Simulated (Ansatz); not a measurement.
# SiO2: do energies and stresses tell the same story?

Method: DFT r2SCAN, scalar-relativistic, plane waves, PAW (Ansatz 0.2.0).

Settings: cutoff 500 eV, Γ-centred mesh 6×6×6 on the computed 12-atom cell, Gaussian smearing of 0.02 eV; no spin polarisation.

Relaxed cell: Fddd, a = 4.714 Å, b = 9.434 Å, c = 14.731 Å, α = 90.00°, β = 90.00°, γ = 90.00°, 12 atoms in the primitive cell. This form isn't the usual stable structure of the compound.

Energies at zero smearing and pressures from the stress tensor, at volumes with shape and atoms relaxed:
```
V (Å³/atom) E − E(first) (meV/atom) P (GPa)
     12.011                     0.00    19.14
     12.421                   -41.72    13.60
     12.830                   -69.97     8.59
     13.239                   -86.07     4.08
     13.649                   -91.20     0.00
     14.058                   -86.44    -3.67
     14.468                   -72.75    -6.98
     15.014                   -42.15   -10.88
```

Q: Check P = −dE/dV between neighbouring volumes, and get the bulk modulus from the pressures alone.

A: With 1 eV/Å³ = 160.2 GPa:
| middle V (Å³/atom) | −ΔE/ΔV (GPa) | mean P (GPa) |
| --- | --- | --- |
| 12.216 | 16.324 | 16.369 |
| 12.625 | 11.055 | 11.095 |
| 13.035 | 6.299 | 6.336 |
| 13.444 | 2.008 | 2.041 |
| 13.854 | -1.865 | -1.833 |
| 14.263 | -5.356 | -5.326 |
| 14.741 | -8.979 | -8.929 |

The two differ by 0.05 GPa at most. The mean of two end pressures misses the average over a step by about ΔV² P″/12, up to 0.05 GPa here; with that taken off 0.00 GPa remains. Around V = 13.649 Å³/atom, the two neighbours give B = −V ΔP/ΔV = 13.649 × 7.75 / 0.819 = 129.1 GPa, against B0 = 129.0 GPa from the Birch–Murnaghan fit of the energies.